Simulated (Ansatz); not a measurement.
Method: Ansatz 0.2.0, DFT PBE, scalar-relativistic, plane waves, PAW. All cells share a 420 eV cutoff and Γ-centred k meshes spaced at most about 0.3 Å⁻¹ (about 0.25 or finer for metals, 2π included). No spin polarisation in the final relaxations.

All energies are static (0 K, no zero-point motion). Lower structures may exist.

Question: Which of these relaxed structures of ZrC is the lowest in energy?
1. Space group P6_3/mmc (No. 194), hexagonal, a = 3.372 Å, c = 5.296 Å. Zr has 6 C at 2.35 Å; C is surrounded by 6 Zr at 2.35 Å and 2 C at 2.65 Å.
2. Space group Fm-3m (No. 225), cubic, a = 4.709 Å. Around Zr lie 6 C at 2.35 Å; around C lie 6 Zr at 2.35 Å.
3. Space group P-6m2 (No. 187), hexagonal, a = 3.270 Å, c = 2.940 Å. Zr has 6 C at 2.39 Å and 2 Zr at 2.94 Å; C is surrounded by 6 Zr at 2.39 Å.

Answer: 2. It has the rock salt type, space group Fm-3m (No. 225); the next, 1, with the anti-nickel arsenide type, space group P6_3/mmc (No. 194), lies 168 meV/atom higher. Counting C atoms around Zr (those within 1.25 times the shortest such distance or 1.15 times the sum of covalent radii), the lowest and the next both have Zr 6.

The Fm-3m cell at 13.1 Å³/atom was relaxed from a measured cell (COD). The P6_3/mmc cell at 13.0 Å³/atom was relaxed from a Materials Project cell. With atoms moved at random, Fm-3m came back. Other cells relaxed within their symmetry can be saddle points. Some types were kept out of the candidates beforehand, so the set may lack a known form.
